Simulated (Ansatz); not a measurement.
# AgH3Pb (model cell, started as cubic perovskite with Pb in the octahedra): relaxing the cell for a phonon run

Aim: bring AgH3Pb (model cell, started as cubic perovskite with Pb in the octahedra) to small forces and stress, as phonons need.

Calculated with Ansatz 0.2.0; DFT PBEsol, scalar-relativistic, plane waves, PAW; PAW set soft_1.

The structure was built from a prototype and need not be the compound's stable phase.

## 1. Set-up

Symmetry: Pm-3m, No. 221, cubic system. Conventional cell: a = 4.978 Å, b = 4.978 Å, c = 4.978 Å, α = 90.00°, β = 90.00°, γ = 90.00°. Nearest to Ag lie 12 H at 3.52 Å. Nearest to Pb lie 6 H at 2.49 Å. Nearest to H lie 2 Pb at 2.49 Å. Farther neighbours are not listed.

## 2. A coarse first look

A quick single point on a coarse mesh tells whether the cell has a gap and how far it is from rest, which sets the k mesh and smearing that follow.

File input.yaml:

```yaml
crystal:
  lattice:
    - [4.9784, 0.0, 0.0]
    - [0.0, 4.9784, 0.0]
    - [0.0, 0.0, 4.9784]
  atoms:
    - { symbol: Ag, position: [0.0, 0.0, 0.0] }
    - { symbol: Pb, position: [0.5, 0.5, 0.5] }
    - { symbol: H, position: [0.5, 0.5, 0.0] }
    - { symbol: H, position: [0.5, 0.0, 0.5] }
    - { symbol: H, position: [0.0, 0.5, 0.5] }
kpoints:
  mp_grid: { grid: [4, 4, 4] }
hamiltonian:
  xc: pbesol
  pseudopotentials: { kind: paw, azcp: { folder: soft_1 }, xc_functional: pbe }
scf:
  occupations: { method: gaussian, width: 0.1 }
output:
  forces: true
  stress: true
  eigenvalues: true
```

Started as:

```
> ansatz run input.yaml --threads 4 --pin off --max-ram 16384MiB --backend cpu --events-out ev --progress --plain --runs-dir out
```

Numbers of over 12 decimals in the logs are rounded to 6 here.

Output:

```text
Engine: ansatz 0.2.0, aarch64-unknown-linux-gnu
Pseudopotentials: kind: paw
Pseudopotential: Ag, paw, valence charge 19, recommended cutoff 420 eV (normal), soft_1/Ag.paw.azcp
Pseudopotential: Pb, paw, valence charge 14, recommended cutoff 420 eV (normal), soft_1/Pb.paw.azcp
Pseudopotential: H, paw, valence charge 1, recommended cutoff 420 eV (normal), soft_1/H.paw.azcp
Functional definition: PBEsol
[...]
k-point 0: bands = [... 14 lower, -0.9461, 1.4803, 1.9126, 1.9126, 3.7032, 3.7032, 3.7032, 5.2713, ... 1 higher]
  k-point 1: bands = [... 14 lower, -0.9453, 0.1736, 1.9201, 1.9465, 3.9506, 3.9506, 4.3897, 6.0446, ... 1 higher]
  k-point 2: bands = [... 14 lower, -0.9445, -0.5928, 1.9278, 2.6060, 3.2866, 4.2630, 4.2630, 7.5281, ... 1 higher]
  k-point 9: bands = [... 14 lower, -0.9108, 0.1385, 0.1385, 0.1385, 3.1441, 5.1419, 5.1419, 5.1419, ... 1 higher]
[key lines of the parts left out:]
SCF converged after 9 iterations
Free energy (F): -19320.759565 eV
Fermi energy:    2.567702 eV
P = ⅓ Tr σ = -6.8461 GPa (-68.461 kbar)
```

Elapsed: 1.4 s, on 4 threads of Arm Neoverse V1, shared host; peak memory 0.37 GiB; 3.1 s of CPU time.

Numbers from this step:

| Property | Result |
| --- | --- |
| pressure | -6.846 GPa |
| volume per atom | 24.68 Å³ |
| gap on the k-mesh | 0 eV |

The coarse mesh shows no gap and a pressure of -6.8 GPa.

## 3. Bringing the structure to rest

The cell and atoms are relaxed, since residual forces and stress would shift the frequencies.

Edit input.yaml of step 2 so:

```diff
@@ -12,3 +12,3 @@
 kpoints:
-  mp_grid: { grid: [4, 4, 4] }
+  mp_grid: { grid: [8, 8, 8] }
 hamiltonian:
@@ -22 +22,6 @@
   eigenvalues: true
+relax:
+  adjacent_minimum: "off"
+  f_tol: 0.005
+  max_steps: 80
+  cell: { stress_tol: 0.05 }
```

Output:

```text
[...]
Crystal: 5 atoms, lattice volume = 123.387 Å³
Basis set: ecut = 420 eV, 2469 PW (Γ), exchange–correlation on 72×72×72 points (8 copies of the dense FFT grid, shifted against one another)
Bands: 23, of which v1, the nominal top of the filled ones, is band 18 counted from 1 (17 counted from 0)
Symmetry: 48 space group operations
[...]
k-points: 35 of 512
[...]
SCF iter   1: F=—  HF=-19321.791588 eV  |F-HF|=—  |Δ(HF+E_count)|=         —  Δρ=3.84e-2  dr2=2.78e0  ethr=3.10e-3  ⟨swp⟩=5.7  Hψ=3431  notcnv=0
[...]
SCF iter  10: F=-19320.863177 eV  HF=-19320.863177 eV  |F-HF|=1.06e-9  |Δ(HF+E_count)|=   5.78e-8  Δρ=1.09e-6  dr2=4.15e-9  ethr=2.78e-10  ⟨swp⟩=4.3  Hψ=2525  notcnv=0
SCF 1 converged in 10 iterations: F = -19320.863177 eV  dr2 = 4.15e-9
[...]
relax step   1: F+E_penalty+E_count = -19320.86317702 eV  Δ(F+E_penalty+E_count) = +0.000e0 eV  max|allowed force component| = 1.545e-28 eV/Å  Δτ_max = 0.0000 Å  P = -7.079 GPa  Ω = 123.387 Å³  (10 SCF iters, dr2 threshold 1.00e-7 eV, accepted)
Crystal: 5 atoms, lattice volume = 106.207 Å³
Basis set: ecut = 420 eV, 2103 PW (Γ), exchange–correlation on 72×72×72 points (8 copies of the dense FFT grid, shifted against one another)
[...]
iter 1 solved again at ethr=2.79e-5 eV; its pass at ethr=3.10e-3 eV (dr2=1.00e-2 eV) is discarded
[...]
SCF iter   6: F=-19321.627375 eV  HF=-19321.627375 eV  |F-HF|=1.41e-7  |Δ(HF+E_count)|=   1.42e-6  Δρ=1.59e-5  dr2=3.60e-7  ethr=1.39e-9  ⟨swp⟩=4.3  Hψ=4165  notcnv=0
SCF 2 converged in 6 iterations: F = -19321.627375 eV  dr2 = 3.60e-7
relax step   2: F+E_penalty+E_count = -19321.62737519 eV  Δ(F+E_penalty+E_count) = -7.642e-1 eV  max|allowed force component| = 3.706e-29 eV/Å  Δτ_max = 0.0000 Å  P = -6.988 GPa  Ω = 106.207 Å³  energy of the carried Pulay correction = +4.878e-3 eV  (6 SCF iters, dr2 threshold 5.00e-7 eV, accepted)
Crystal: 5 atoms, lattice volume = 90.701 Å³
Basis set: ecut = 420 eV, 1791 PW (Γ), exchange–correlation on 72×72×72 points (8 copies of the dense FFT grid, shifted against one another)
[...]
SCF iter   6: F=-19322.274124 eV  HF=-19322.274124 eV  |F-HF|=7.21e-8  |Δ(HF+E_count)|=   1.66e-6  Δρ=1.23e-5  dr2=1.31e-7  ethr=1.39e-9  ⟨swp⟩=7.1  Hψ=3751  notcnv=0
SCF 3 converged in 6 iterations: F = -19322.274124 eV  dr2 = 1.31e-7
relax step   3: F+E_penalty+E_count = -19322.27412407 eV  Δ(F+E_penalty+E_count) = -6.467e-1 eV  max|allowed force component| = 2.701e-29 eV/Å  Δτ_max = 0.0000 Å  P = -6.028 GPa  Ω = 90.701 Å³  energy of the carried Pulay correction = +9.956e-3 eV  (6 SCF iters, dr2 threshold 5.00e-7 eV, accepted)
[...]
relax step   4: F+E_penalty+E_count = -19322.68593202 eV  Δ(F+E_penalty+E_count) = -4.118e-1 eV  max|allowed force component| = 2.017e-29 eV/Å  Δτ_max = 0.0000 Å  P = -2.761 GPa  Ω = 76.782 Å³  energy of the carried Pulay correction = +1.518e-2 eV  (6 SCF iters, dr2 threshold 5.00e-7 eV, accepted)
[...]
relax step   5: F+E_penalty+E_count = -19322.72760939 eV  Δ(F+E_penalty+E_count) = -4.168e-2 eV  max|allowed force component| = 1.009e-29 eV/Å  Δτ_max = 0.0000 Å  P = +1.877 GPa  Ω = 68.003 Å³  energy of the carried Pulay correction = +1.886e-2 eV  (6 SCF iters, dr2 threshold 5.00e-7 eV, accepted)
[...]
relax step   6: F+E_penalty+E_count = -19322.74259461 eV  Δ(F+E_penalty+E_count) = -1.499e-2 eV  max|allowed force component| = 9.406e-29 eV/Å  Δτ_max = 0.0000 Å  P = -0.070 GPa  Ω = 71.020 Å³  energy of the carried Pulay correction = +1.756e-2 eV  (5 SCF iters, dr2 threshold 5.00e-7 eV, accepted)
[...]
relax step   7: F+E_penalty+E_count = -19322.74267139 eV  Δ(F+E_penalty+E_count) = -7.678e-5 eV  max|allowed force component| = 1.349e-29 eV/Å  Δτ_max = 0.0000 Å  P = -0.002 GPa  Ω = 70.903 Å³  energy of the carried Pulay correction = +1.761e-2 eV  (4 SCF iters, dr2 threshold 1.23e-8 eV, accepted)
[...]
relax step   8: F+E_penalty+E_count = -19322.73662668 eV  Δ(F+E_penalty+E_count) = +6.045e-3 eV  max|allowed force component| = 8.480e-30 eV/Å  Δτ_max = 0.0000 Å  P = -0.062 GPa  Ω = 70.903 Å³  stress off target by 6.20e-2 GPa  SCF on the basis re-selected at this cell (its energy is not comparable with the rows above)  (7 SCF iters)
[...]
relax step   9: F+E_penalty+E_count = -19322.73670145 eV  Δ(F+E_penalty+E_count) = -7.477e-5 eV  max|allowed force component| = 2.716e-29 eV/Å  Δτ_max = 0.0000 Å  P = -0.002 GPa  Ω = 70.799 Å³  energy of the carried Pulay correction = +5.411e-5 eV  (4 SCF iters, dr2 threshold 9.62e-9 eV, accepted)
[...]
SCF iter   4: F=-19322.736641 eV  HF=-19322.736641 eV  |F-HF|=1.82e-11  |Δ(HF+E_count)|=  4.37e-11  Δρ=1.99e-7  dr2=3.46e-11  ethr=1.00e-12  ⟨swp⟩=5.1  Hψ=3912  notcnv=0
SCF 10 converged in 4 iterations: F = -19322.736641 eV  dr2 = 3.46e-11
relax step  10: F+E_penalty+E_count = -19322.73664133 eV  Δ(F+E_penalty+E_count) = +6.011e-5 eV  max|allowed force component| = 4.036e-29 eV/Å  Δτ_max = 0.0000 Å  P = -0.002 GPa  Ω = 70.799 Å³  stress off target by 2.01e-3 GPa  SCF on the basis re-selected at this cell (its energy is not comparable with the rows above)  (4 SCF iters)
[...]
SCF converged after 4 iterations
Free energy (F): -19322.736641 eV
[...]
Internal energy: -19322.728829 eV  (E = F + TS)
E sigma→0 (E₀):  -19322.732735 eV
Entropy (-TS):   -0.007812 eV (-1.562 meV/atom)
Fermi energy:    8.254419 eV
[...]
--- Stress (GPa, compression-positive) ---
       -0.002012       0.000000       0.000000
        0.000000      -0.002012      -0.000000
        0.000000      -0.000000      -0.002012
  P = ⅓ Tr σ = -0.0020 GPa (-0.020 kbar)
--- Band table (eV; the first three rows and the last of 35) ---
  k-point 0: bands = [... 14 lower, 4.5835, 7.3070, 7.3070, 8.1592, 8.9361, 8.9361, 8.9361, 14.4522, ... 1 higher]
  k-point 1: bands = [... 14 lower, 4.5836, 6.1091, 7.2738, 7.9645, 9.1090, 9.1090, 10.7189, 13.6697, ... 1 higher]
  k-point 2: bands = [... 14 lower, 4.5839, 5.0027, 7.1901, 8.2399, 9.5792, 9.5792, 12.2204, 13.0122, ... 1 higher]
  k-point 34: bands = [... 14 lower, 4.7260, 5.4176, 5.4176, 5.4176, 9.4394, 9.9682, 9.9682, 9.9682, ... 1 higher]
--- Relaxed structure (8 steps of the walk, 8 accepted, 2 SCFs on fresh bases) ---
  F+E_penalty+E_count = -19322.73664133 eV   max|allowed force component| = 4.036e-29 eV/Å   (the final SCF, on the basis selected at the relaxed cell)
  cell:  # Å, volume = 70.7994 Å³
    - [4.136915, 0, 0]
    - [0, 4.136915, 0]
    - [0, 0, 4.136915]
  atoms:
    - { symbol: Ag, position: [0, 0, 0] }
    - { symbol: Pb, position: [0.500000, 0.500000, 0.500000] }
    - { symbol: H, position: [0.500000, 0.500000, 0] }
    - { symbol: H, position: [0.500000, 0, 0.500000] }
    - { symbol: H, position: [0, 0.500000, 0.500000] }
```

Elapsed: 16 s, on 4 threads; peak memory 0.47 GiB.

Step by step:

```csv
step,energy less that of the first step (eV),largest force component (eV/Å),pressure (GPa),volume (Å³)
1,0.0000,0.0000,-7.08,123.39
2,-0.7642,0.0000,-6.99,106.21
3,-1.4109,0.0000,-6.03,90.70
4,-1.8228,0.0000,-2.76,76.78
5,-1.8644,0.0000,1.88,68.00
6,-1.8794,0.0000,-0.07,71.02
7,-1.8795,0.0000,0.00,70.90
8*,-1.8734,0.0000,-0.06,70.90
9,-1.8735,0.0000,0.00,70.80
10*,-1.8735,0.0000,0.00,70.80
```

Relaxation steps marked * repeat the geometry before them on a plane-wave basis chosen anew for their cell, so energy and pressure can jump there.

The run keeps the 48 symmetry operations that it works with, so distortions that break them were not tested.

```csv
cell as run,before,after,change
a (Å),4.978,4.137,-16.9 %
b (Å),4.978,4.137,-16.9 %
c (Å),4.978,4.137,-16.9 %
volume (Å³/atom),24.68,14.16,-42.6 %
```

The relaxed structure:

```xyz
5
Lattice="4.1369 0.0000 0.0000 0.0000 4.1369 0.0000 0.0000 0.0000 4.1369" Properties=species:S:1:pos:R:3 pbc="T T T"
Ag    0.0000    0.0000    0.0000
Pb    2.0685    2.0685    2.0685
H     2.0685    2.0685    0.0000
H     2.0685    0.0000    2.0685
H     0.0000    2.0685    2.0685
```

This step gave:

```
pressure        : -0.002012 GPa
volume per atom : 14.16 Å³
```

In this step the volume went from 24.68 to 14.16 Å³/atom.

## 4. Relaxation

The relaxation is repeated from its end on the same settings, as a check that it has come to rest.

Edit input.yaml of step 3 so:

```diff
@@ -2,5 +2,5 @@
   lattice:
-    - [4.9784, 0.0, 0.0]
-    - [0.0, 4.9784, 0.0]
-    - [0.0, 0.0, 4.9784]
+    - [4.1369146806, 0.0, 0.0]
+    - [0.0, 4.1369146806, 0.0]
+    - [0.0, 0.0, 4.1369146806]
   atoms:
```

Output:

```text
[...]
Crystal: 5 atoms, lattice volume = 70.799 Å³
Basis set: ecut = 420 eV, 1357 PW (Γ), exchange–correlation on 60×60×60 points (8 copies of the dense FFT grid, shifted against one another)
Bands: 23, of which v1, the nominal top of the filled ones, is band 18 counted from 1 (17 counted from 0)
[... 1 set-up line as in the run before ...]
[...]
k-points: 35 of 512
[...]
cell:  # Å, volume = 70.7994 Å³
    - [4.1369146806, 0.0, 0.0]
    - [0.0, 4.1369146806, 0.0]
    - [0.0, 0.0, 4.1369146806]
  atoms:
    - { symbol: Ag, position: [0.0, 0.0, 0.0] }
    - { symbol: Pb, position: [0.500000, 0.500000, 0.500000] }
    - { symbol: H, position: [0.500000, 0.500000, 0.0] }
    - { symbol: H, position: [0.500000, 0.0, 0.500000] }
    - { symbol: H, position: [0.0, 0.500000, 0.500000] }
[key lines of the parts left out:]
SCF converged after 5 iterations
Free energy (F): -19322.736641 eV
Fermi energy:    8.254420 eV
P = ⅓ Tr σ = -0.0020 GPa (-0.020 kbar)
```

It took 2.4 s on 4 threads; peak memory 0.4 GiB.

Little changed from the start: no atom moved by 0.005 Å and no cell edge by 0.1 %.

This step gave:

- pressure: -0.002016 GPa

In this step the volume went from 14.16 to 14.16 Å³/atom.

## 5. Relaxing to small forces for the phonons

Phonons need a cell at rest on their own settings, so the relaxation is repeated with tight tolerances on forces and stress on the k mesh and occupations of the first response run.

Edit input.yaml of step 4 so:

```diff
@@ -17,3 +17,3 @@
 scf:
-  occupations: { method: gaussian, width: 0.1 }
+  occupations: { method: methfessel_paxton, width: 0.2 }
 output:
@@ -24,4 +24,4 @@
   adjacent_minimum: "off"
-  f_tol: 0.005
-  max_steps: 80
-  cell: { stress_tol: 0.05 }
+  f_tol: 0.001
+  max_steps: 60
+  cell: { stress_tol: 0.01 }
```

Output:

```text
[...]
Crystal: 5 atoms, lattice volume = 70.799 Å³
Basis set: ecut = 420 eV, 1357 PW (Γ), exchange–correlation on 60×60×60 points (8 copies of the dense FFT grid, shifted against one another)
Bands: 23, of which v1, the nominal top of the filled ones, is band 18 counted from 1 (17 counted from 0)
[... 1 set-up line as in the run before ...]
[...]
k-points: 35 of 512
[...]
cell:  # Å, volume = 70.7994 Å³
    - [4.1369146806, 0.0, 0.0]
    - [0.0, 4.1369146806, 0.0]
    - [0.0, 0.0, 4.1369146806]
  atoms:
    - { symbol: Ag, position: [0.0, 0.0, 0.0] }
    - { symbol: Pb, position: [0.500000, 0.500000, 0.500000] }
    - { symbol: H, position: [0.500000, 0.500000, 0.0] }
    - { symbol: H, position: [0.500000, 0.0, 0.500000] }
    - { symbol: H, position: [0.0, 0.500000, 0.500000] }
[key lines of the parts left out:]
SCF converged after 6 iterations
Free energy (F): -19322.733758 eV
Fermi energy:    8.257249 eV
P = ⅓ Tr σ = -0.0036 GPa (-0.036 kbar)
```

It took 2.5 s on 4 threads; peak memory 0.4 GiB.

Little changed from the start: no atom moved by 0.005 Å and no cell edge by 0.1 %.

This step gave:

| Item | Value |
| --- | --- |
| pressure | -0.003584 GPa |

The forces vanish by symmetry and the pressure is -0.004 GPa, within the tolerances set. The cell now holds 14.16 Å³/atom.

## 6. What came out

```
space group after relaxation (within 0.01 Å) : Pm-3m
lattice constant a                           : 4.137 Å
lattice constant b                           : 4.137 Å
lattice constant c                           : 4.137 Å
volume per atom                              : 14.2 Å³
```

What this shows: The forces vanish by symmetry and the pressure is -0.004 GPa, within the tolerances set. The cell now holds 14.16 Å³/atom. The relaxation keeps the symmetry of its start, so it says nothing on stability against lower symmetry. Spin-orbit coupling is left out, which can matter for the heavy elements here. The PAW files were made for PBE and serve the other functionals too. The starting cell was built on a prototype and not taken from a measurement, so the phase need not exist.

[Logs are printed without paths, hosts, clocks, repeated set-up lines and the standing remarks that a program may print on its own settings, such as how far it seeks lower states.]

[Hosts, paths, dates, database ids (printed as entryN), source tags and the programs' standing remarks are cut or masked in the printed files.]
